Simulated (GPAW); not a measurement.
# PbSe (Clausthalite) (Fm-3m) in GPAW: single point with PBE

Aim: the single point of PbSe (Clausthalite) with PBE.

Everything below comes from runs of GPAW 26.7.0. Logs are shortened: lines on timing, memory, paths and dates and some standing lists are left out, and cuts for length are marked. The log counts tension as positive stress, the text compression.

**What was measured.**

From a printed reference work, monograph, for a bulk crystal of PbSe at 300 K: band gap 0.28 eV (direct).

The results are compared with them further down.

**1. The crystal as given**

Symmetry: Fm-3m, No. 225, cubic system. The conventional cell has a = 6.121 Å, b = 6.121 Å, c = 6.121 Å, α = 90.00°, β = 90.00°, γ = 90.00°. Pb (site symmetry m-3m) is surrounded by 6 Se at 3.06 Å. Se (site symmetry m-3m) is surrounded by 6 Pb at 3.06 Å.

**2. Single point, PBE**

Input file run.py:

```python
from ase import Atoms
from ase.dft.bandgap import bandgap
from ase.io import write
from ase.units import GPa
from gpaw import GPAW, PW

atoms = Atoms(['Pb', 'Se'],
              cell=[[0.0, 3.06065, 3.06065],
                    [3.06065, 0.0, 3.06065],
                    [3.06065, 3.06065, 0.0]],
              scaled_positions=[[0.0, 0.0, 0.0],
                                [0.5, 0.5, 0.5]],
              pbc=True)

calc = GPAW(mode=PW(500),
            xc='PBE',
            kpts={'size': (6, 6, 6), 'gamma': True},
            occupations={'name': 'fermi-dirac', 'width': 0.05},
            nbands=19,
            convergence={'density': 1e-05, 'energy': 1e-05},
            maxiter=80,
            txt='gpaw.txt')
atoms.calc = calc
energy = atoms.get_potential_energy()
forces = atoms.get_forces()
stress = atoms.get_stress()
calc.write('gs.gpw')
write('result.traj', atoms)
print(f'Energy: {energy:.6f} eV')
print('Forces (eV/A):')
print(forces.round(4))
print('Stress (GPa):', (stress / GPa).round(3))
print('Fermi level:', round(calc.get_fermi_level(), 4), 'eV')
print(f'Gap: {bandgap(calc)[0]:.4f} eV, direct: {bandgap(calc, direct=True)[0]:.4f} eV')
```

Potentials or basis: GPAW PAW data sets (gpaw-data 1.2.1), pw.

The run is started by

```console
$ OMP_NUM_THREADS=1 python run.py
```

gpaw.txt:

```text
__  _  _
 | _ |_)|_||  |
 |__||  | ||/\| - 26.7.0

Input parameters:
  mode=PW(ecut=500.0),
  convergence={'density': 1e-05, 'energy': 1e-05},
  kpts=MonkhorstPack(size=(6, 6, 6), gamma=True),
  maxiter=80,
  nbands=19,
  occupations=Occupations(name='fermi-dirac', width=0.05),
  xc=XC(name='PBE')

Diagonalizing LCAO Hamiltonian
Converting LCAO to pw mode

                Se

       Pb

Atoms  # Å, Bohr magnetons
|   | symbol |        x |        y |        z |    initial magnetic moments |
|---|--------|----------|----------|----------|-----------------------------|
| 0 |     Pb | 0.000000 | 0.000000 | 0.000000 | ( 0.0000,  0.0000,  0.0000) |
| 1 |     Se | 3.060650 | 3.060650 | 3.060650 | ( 0.0000,  0.0000,  0.0000) |

Unit cell  # Å
| periodic |        x |        y |        z |  lengths |    angles |
|----------|----------|----------|----------|----------|-----------|
|      yes | 0.000000 | 3.060650 | 3.060650 | 4.328413 | 60.000000 |
|      yes | 3.060650 | 0.000000 | 3.060650 | 4.328413 | 60.000000 |
|      yes | 3.060650 | 3.060650 | 0.000000 | 4.328413 | 60.000000 |

Number of symmetries: 48
Symmetry operations  # r_c * U_cc + t_c -> r_c
|    | kind |            matrix            |
|----|------|------------------------------|
|  0 |  σ   |  1, 0, 0,  1, 0,-1,  1,-1, 0 |
|  1 |  C2  |  1, 0, 0,  1,-1, 0,  1, 0,-1 |
|  2 |  E   |  1, 0, 0,  0, 1, 0,  0, 0, 1 |
|  3 |  σ   |  1, 0, 0,  0, 0, 1,  0, 1, 0 |
|  4 |  C4  |  1, 0,-1,  1, 0, 0,  1,-1, 0 |
|  5 |  S6  |  1, 0,-1,  1,-1, 0,  1, 0, 0 |
|  6 |  σ   |  1, 0,-1,  0, 1,-1,  0, 0,-1 |
|  7 |  C3  |  1, 0,-1,  0, 0,-1,  0, 1,-1 |
|  8 |  S6  |  1,-1, 0,  1, 0, 0,  1, 0,-1 |
|  9 |  C4  |  1,-1, 0,  1, 0,-1,  1, 0, 0 |
| 10 |  C3  |  1,-1, 0,  0,-1, 1,  0,-1, 0 |
| 11 |  σ   |  1,-1, 0,  0,-1, 0,  0,-1, 1 |
| 12 |  σ   |  0, 1, 0,  1, 0, 0,  0, 0, 1 |
| 13 |  C4  |  0, 1, 0,  0, 1,-1, -1, 1, 0 |
| 14 |  C3  |  0, 1, 0,  0, 0, 1,  1, 0, 0 |
| 15 |  S6  |  0, 1, 0, -1, 1, 0,  0, 1,-1 |
| 16 |  C2  |  0, 1,-1,  1, 0,-1,  0, 0,-1 |
| 17 |  σ   |  0, 1,-1,  0, 1, 0, -1, 1, 0 |
| 18 |  S4  |  0, 1,-1,  0, 0,-1,  1, 0,-1 |
| 19 |  C4  |  0, 1,-1, -1, 1, 0,  0, 1, 0 |
| 20 |  C3  |  0, 0, 1,  1, 0, 0,  0, 1, 0 |
| 21 |  σ   |  0, 0, 1,  0, 1, 0,  1, 0, 0 |
| 22 |  S6  |  0, 0, 1,  0,-1, 1, -1, 0, 1 |
| 23 |  C4  |  0, 0, 1, -1, 0, 1,  0,-1, 1 |
| 24 |  S4  |  0, 0,-1,  1, 0,-1,  0, 1,-1 |
| 25 |  C3  |  0, 0,-1,  0, 1,-1,  1, 0,-1 |
| 26 |  C2  |  0, 0,-1,  0,-1, 0, -1, 0, 0 |
| 27 |  S6  |  0, 0,-1, -1, 0, 0,  0,-1, 0 |
| 28 |  S4  |  0,-1, 1,  1,-1, 0,  0,-1, 0 |
| 29 |  C4  |  0,-1, 1,  0, 0, 1, -1, 0, 1 |
| 30 |  C2  |  0,-1, 1,  0,-1, 0,  1,-1, 0 |
| 31 |  σ   |  0,-1, 1, -1, 0, 1,  0, 0, 1 |
| 32 |  C3  |  0,-1, 0,  1,-1, 0,  0,-1, 1 |
| 33 |  S6  |  0,-1, 0,  0, 0,-1, -1, 0, 0 |
| 34 |  S4  |  0,-1, 0,  0,-1, 1,  1,-1, 0 |
| 35 |  C2  |  0,-1, 0, -1, 0, 0,  0, 0,-1 |
| 36 |  C2  | -1, 1, 0,  0, 1, 0,  0, 1,-1 |
| 37 |  S6  | -1, 1, 0,  0, 1,-1,  0, 1, 0 |
| 38 |  S4  | -1, 1, 0, -1, 0, 1, -1, 0, 0 |
| 39 |  C3  | -1, 1, 0, -1, 0, 0, -1, 0, 1 |
| 40 |  S6  | -1, 0, 1,  0, 0, 1,  0,-1, 1 |
| 41 |  C2  | -1, 0, 1,  0,-1, 1,  0, 0, 1 |
| 42 |  C3  | -1, 0, 1, -1, 1, 0, -1, 0, 0 |
| 43 |  S4  | -1, 0, 1, -1, 0, 0, -1, 1, 0 |
| 44 |  C2  | -1, 0, 0,  0, 0,-1,  0,-1, 0 |
| 45 |  i   | -1, 0, 0,  0,-1, 0,  0, 0,-1 |
| 46 |  σ   | -1, 0, 0, -1, 1, 0, -1, 0, 1 |
| 47 |  C2  | -1, 0, 0, -1, 0, 1, -1, 1, 0 |

BZ-sampling:
  Number of BZ points: 216
  Number of IBZ points: 16

  Monkhorst-Pack size: [6, 6, 6]
  Monkhorst-Pack shift: [0.08333333333333333, 0.08333333333333333, 0.08333333333333333]

K-points  # in reciprocal-cell coordinates
|     |                                coordinates |     weight |
|-----|--------------------------------------------|------------|
|   0 | (  0.00000000,   0.00000000,   0.00000000) | 0.00462963 |
|   1 | (  0.16666667,   0.16666667,   0.00000000) | 0.02777778 |
|   2 | (  0.16666667,   0.16666667,   0.16666667) | 0.03703704 |
|   3 | (  0.33333333,   0.16666667,   0.16666667) | 0.05555556 |
|   4 | (  0.33333333,   0.33333333,  -0.33333333) | 0.05555556 |
|   5 | (  0.33333333,   0.33333333,   0.00000000) | 0.02777778 |
|   6 | (  0.33333333,   0.33333333,   0.16666667) | 0.11111111 |
|   7 | (  0.33333333,   0.33333333,   0.33333333) | 0.03703704 |
|   8 | (  0.50000000,   0.33333333,  -0.33333333) | 0.11111111 |
|   9 | (  0.50000000,   0.33333333,  -0.16666667) | 0.05555556 |
| ... |                                            |            |
|  15 | (  0.50000000,   0.50000000,   0.50000000) | 0.01851852 |

Plane wave coefficients: 1470
Cutoff: 500.0 eV

Spin-components: 1 (collinear spins)
Bands:           19
Projectors:      11
Spin-degeneracy: 2
Datatype:        complex128

Density:
  Valence electrons: 20.0
  Components: 1
  Grid points: [24 24 24]
  Charge: 0.0  # |e|

Potential:
  Grid points: [24 24 24]

species:
  Pb:
    name:    Lead
    Z:       82.0
    valence: 14
    core:    68
    charge:  0.0  # [|e|]
    compensation charges:
      type: gauss
      rc: 0.38  # [Å]
      lmax: 2
    cutoffs:
      filter: 2.36  # [Å]
      core: 2.43  # [Å]
    projectors
    | kind |    occ | energy [eV] | rcut [Å] |
    |------|--------|-------------|----------|
    |   6s |  2.000 |     -11.969 |    1.259 |
    |   6p |  2.000 |      -3.506 |    1.275 |
    |   5d | 10.000 |     -21.211 |    1.217 |
    |    s |        |      15.243 |    1.259 |
    |    p |        |      23.705 |    1.275 |
    |    d |        |       6.001 |    1.217 |

    Using partial waves for Pb as LCAO basis

  Se:
    name:    Selenium
    Z:       34.0
    valence: 6
    core:    28
    charge:  0.0  # [|e|]
    compensation charges:
      type: gauss
      rc: 0.27  # [Å]
      lmax: 2
    cutoffs:
      filter: 1.77  # [Å]
      core: 2.67  # [Å]
    projectors
    | kind |    occ | energy [eV] | rcut [Å] |
    |------|--------|-------------|----------|
    |   4s |  2.000 |     -17.277 |    0.847 |
    |   4p |  4.000 |      -6.512 |    1.005 |
    |    s |        |       9.935 |    0.847 |
    |    p |        |      20.699 |    1.005 |
    |    d |        |       0.000 |    0.847 |

    Using partial waves for Se as LCAO basis

Reference energy: -633377.995495  # eV

eigensolver:
  PPCG
  Converge bands: occupied
  niter=2

density mixing:
  MSR1-Mixer
  Pratt-step length: 0.05
  Maximum mixing coefficient: 0.75
  Old densities: 10
  SVD Regularization: 0.005
  Good broyden scale: 1.0
  Trust region scale: 1.0
  Backstep threshold: 4.0
  History deletion threshold: 6.0
  Fourier metric: weight=20.0, sigma=0.015

occupation numbers:
  Fermi-Dirac:
    width: 0.0500  # eV

poisson solver:
  ecut: 4000.0  # eV

xc functional:
  name: PBE with 2 nearest neighbor stencil

convergence criteria:
- Maximum integral of absolute [dens]ity change: 1e-05 electrons / valence electron
- Maximum [total energy] change in last 3 cyles: 1e-05 eV / valence electron
- Maximum integral of absolute [eigenst]ate change: 4e-08 eV^2 / valence electron
maximum number of iterations: 80

SCF iterations
|iter     | |      energy | eigst |  dens |
|---------|-|-------------|-------|-------|
|iter:   1| |   -8.646193 | -0.24 |       |
|iter:   2| |   -8.586923 | -2.07 | -1.24 |
|iter:   3| |   -8.394088 | -1.92 | -1.28 |
|iter:   4| |   -8.395660 | -3.80 | -1.90 |
|iter:   5| |   -8.396324 | -4.36 | -2.29 |
|iter:   6| |   -8.396353 | -5.65 | -3.23 |
|iter:   7| |   -8.396356c| -6.79 | -3.77 |
|iter:   8| |   -8.396356c| -7.76c| -4.47 |
|iter:   9| |   -8.396356c| -7.87c| -5.22c|

Converged in 9 steps
Energy contributions relative to reference atoms: (reference = -633377.995495)

Energy contributions:
  Kinetic:          19.900663
  Coulomb:         -20.030770
  Zero:             -0.068322
  External:          0.000000
  Xc:               -8.197409
  Entropy:          -0.001035
  Spinorbit:         0.000000
  ----------------------------
  Free energy:      -8.396874
  Extrapolated:     -8.396356

dipole moment: (-25.872996, -25.872996, -25.872996)  # |e|*Ang

Fermi level: 6.261
Eigenvalues  # (at kpt = [0.000, 0.000, 0.000])
| band index |      eig [eV] | occ [0-2] |
|------------|---------------|-----------|
|          0 |       -10.722 |     2.000 |
|        ... |               |           |
|          2 |       -10.720 |     2.000 |
|          3 |       -10.720 |     2.000 |
|          4 |       -10.720 |     2.000 |
|          5 |        -7.480 |     2.000 |
|          6 |        -0.129 |     2.000 |
|          7 |         4.213 |     2.000 |
[... 9 lines left out ...]
|         17 |        14.529 |     0.000 |
|         18 |        15.111 |     0.000 |

Gap: 0.244 eV
Transition (v -> c):
  (s=0, k=15, n=9, [0.50, 0.50, 0.50]) -> (s=0, k=15, n=10, [0.50, 0.50, 0.50])
No difference between direct/indirect transitions

Forces  # eV/Ang
|        x |       y |       z |
|----------|---------|---------|
| -0.00000 | 0.00000 | 0.00000 |  # Pb   0
|  0.00000 | 0.00000 | 0.00000 |  # Se   1

Stress tensor  # eV/Ang^3
|         x |         y |         z |
|-----------|-----------|-----------|
| -0.012321 | -0.000000 | -0.000000 |
| -0.000000 | -0.012321 |  0.000000 |
| -0.000000 |  0.000000 | -0.012321 |

# Writing to gs.gpw (mode='')
```

It took 11 s on 1 thread of Arm Neoverse V1, shared host; peak memory 0.15 GiB.

Results:

| Quantity | Value |
| --- | --- |
| Free energy | -8.3969 eV |
| Pressure | 2.0 GPa |
| Band gap on the k mesh | 0.24 eV, direct |

Levels at points of the mesh, in eV from the valence-band top:
| k point | band 6 | band 7 | band 8 | band 9 | band 10 | band 11 | band 12 | band 13 | band 14 | band 15 |
| --- | --- | --- | --- | --- | --- | --- | --- | --- | --- | --- |
| (0.00, 0.00, 0.00) | -13.62 | -6.27 | -1.93 | -1.93 | -1.93 | 4.65 | 4.65 | 4.65 | 6.49 | 6.49 |
| (0.50, 0.50, 0.00) | -12.19 | -7.34 | -5.03 | -3.28 | -3.28 | 3.66 | 5.55 | 5.55 | 5.99 | 11.28 |
| (0.50, 0.50, 0.50) | -12.57 | -8.78 | -1.51 | -1.51 | 0.00 | 0.24 | 1.64 | 1.64 | 8.52 | 10.15 |

Caveat: the cutoff is short for stress and forces, so pressures can be off by a GPa or more; spin-orbit coupling is left out, which as a rule narrows the gap of such compounds by several tenths of an eV.

**3. Against experiment**

Step 2. Measured gap of PbSe: 0.28 eV (direct; 300 K; a printed reference work, monograph). This calculation gives 0.24 eV (-0.04 eV). 2 values of this kind are on record (0.15 to 0.28 eV); this one was drawn at random. Spin-orbit coupling on Pb, Se is left out. The value is that of PBE on a finite k mesh, which can miss the band edges, without temperature or zero-point motion. Semilocal functionals fall short of measured gaps as a rule.
